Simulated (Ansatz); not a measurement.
## (10−10) slab of wurtzite ZnS, 24.0 Å thick as cut, bare faces

Ansatz, PAW, plane waves, no spin–orbit coupling unless named; atoms relaxed with PBEsol, the curve by HSE06. The curve holds the local part of the PAW potentials, so its shape inside matter depends on the files.

```yaml
crystal:
  lattice:
    - [0.00000, 0.00000, 6.20764]
    - [3.78225, 0.00000, 0.00000]
    - [0.00000, 37.02050, 0.00000]
  atoms:
    - { symbol: Zn, position: [0.98782, 0.00112, 0.20223] }
    - { symbol: Zn, position: [0.99332, 0.50126, 0.29285] }
    - { symbol: Zn, position: [0.99569, 0.00138, 0.38175] }
    - { symbol: Zn, position: [0.99585, 0.50165, 0.47031] }
    - { symbol: Zn, position: [0.99598, 0.00169, 0.55878] }
    - { symbol: Zn, position: [0.99657, 0.50171, 0.64708] }
    - { symbol: Zn, position: [0.99750, 0.00187, 0.73475] }
    - { symbol: Zn, position: [0.05141, 0.50204, 0.81025] }
    - { symbol: Zn, position: [0.55132, 0.50117, 0.18963] }
    - { symbol: Zn, position: [0.49744, 0.00127, 0.26513] }
    - { symbol: Zn, position: [0.49655, 0.50133, 0.35279] }
    - { symbol: Zn, position: [0.49595, 0.00149, 0.44110] }
    - { symbol: Zn, position: [0.49587, 0.50176, 0.52957] }
    - { symbol: Zn, position: [0.49572, 0.00179, 0.61813] }
    - { symbol: Zn, position: [0.49341, 0.50180, 0.70702] }
    - { symbol: Zn, position: [0.48796, 0.00186, 0.79763] }
    - { symbol: S, position: [0.37025, 0.00115, 0.20526] }
    - { symbol: S, position: [0.36885, 0.50127, 0.29387] }
    - { symbol: S, position: [0.37003, 0.00133, 0.38212] }
    - { symbol: S, position: [0.37004, 0.50155, 0.47057] }
    - { symbol: S, position: [0.37013, 0.00176, 0.55909] }
    - { symbol: S, position: [0.37043, 0.50176, 0.64771] }
    - { symbol: S, position: [0.37162, 0.00180, 0.73679] }
    - { symbol: S, position: [0.38799, 0.50190, 0.82854] }
    - { symbol: S, position: [0.88787, 0.50110, 0.17133] }
    - { symbol: S, position: [0.87154, 0.00125, 0.26308] }
    - { symbol: S, position: [0.87041, 0.50136, 0.35217] }
    - { symbol: S, position: [0.87010, 0.00161, 0.44079] }
    - { symbol: S, position: [0.87006, 0.50172, 0.52931] }
    - { symbol: S, position: [0.87004, 0.00172, 0.61776] }
    - { symbol: S, position: [0.86892, 0.50185, 0.70601] }
    - { symbol: S, position: [0.87034, 0.00201, 0.79462] }
```

Planar mean of the electrostatic potential energy along the normal, from the vacuum level:

```tsv
z (Å)	v (eV)
0.00	0.00
0.30	0.00
0.74	0.00
1.04	0.00
1.33	0.00
1.63	0.00
2.07	0.00
2.37	0.00
2.67	0.00
2.96	0.00
3.41	0.00
3.70	-0.01
4.00	-0.02
4.29	-0.04
4.74	-0.17
5.03	-0.42
5.33	-1.02
5.63	-2.56
6.07	-6.04
6.37	-8.34
6.66	-10.79
7.11	-13.87
7.40	-14.07
7.70	-12.23
8.00	-8.98
8.44	-3.84
8.74	-3.17
9.03	-4.94
9.33	-8.36
9.77	-11.23
10.07	-12.12
10.37	-12.56
10.66	-11.85
11.11	-10.12
11.40	-7.32
11.70	-4.05
11.99	-3.15
12.44	-6.48
12.74	-9.60
13.03	-11.18
13.48	-12.41
13.77	-12.26
14.07	-11.44
14.36	-10.25
14.81	-5.78
15.10	-3.35
15.40	-3.52
15.70	-6.27
16.14	-10.49
16.44	-11.52
16.73	-12.35
17.03	-12.30
17.47	-11.06
17.77	-9.28
18.07	-6.00
18.36	-3.42
18.81	-4.44
19.10	-7.82
19.40	-10.39
19.84	-11.87
20.14	-12.52
20.44	-11.91
20.73	-11.12
21.18	-7.97
21.47	-4.57
21.77	-3.15
22.06	-4.27
22.51	-9.15
22.80	-11.01
23.10	-11.84
23.40	-12.53
23.84	-11.56
24.14	-10.55
24.43	-8.16
24.88	-3.56
25.17	-3.29
25.47	-5.60
25.77	-8.97
26.21	-11.44
26.51	-12.30
26.80	-12.49
27.10	-11.65
27.54	-9.65
27.84	-6.62
28.14	-3.64
28.43	-3.24
28.88	-7.17
29.17	-10.76
29.47	-13.41
29.76	-14.23
30.21	-12.01
30.50	-9.48
30.80	-7.11
31.25	-3.74
31.54	-1.59
31.84	-0.64
32.13	-0.26
32.58	-0.07
32.87	-0.03
33.17	-0.01
33.47	0.00
33.91	0.00
34.21	0.00
34.50	0.00
34.80	0.00
35.24	0.00
35.54	0.00
35.84	0.00
36.13	0.00
36.58	0.00
36.87	0.00
```

Task: How far below the vacuum level do the top filled and the lowest empty level lie, by each functional?

Result: PBEsol: 5.99 and 3.82 eV (gap 2.17 eV, a 4×6×1 mesh); HSE06: 6.68 and 3.21 eV (gap 3.47 eV, a 3×4×1 mesh). Either level can be a surface state and not a band edge of the crystal.
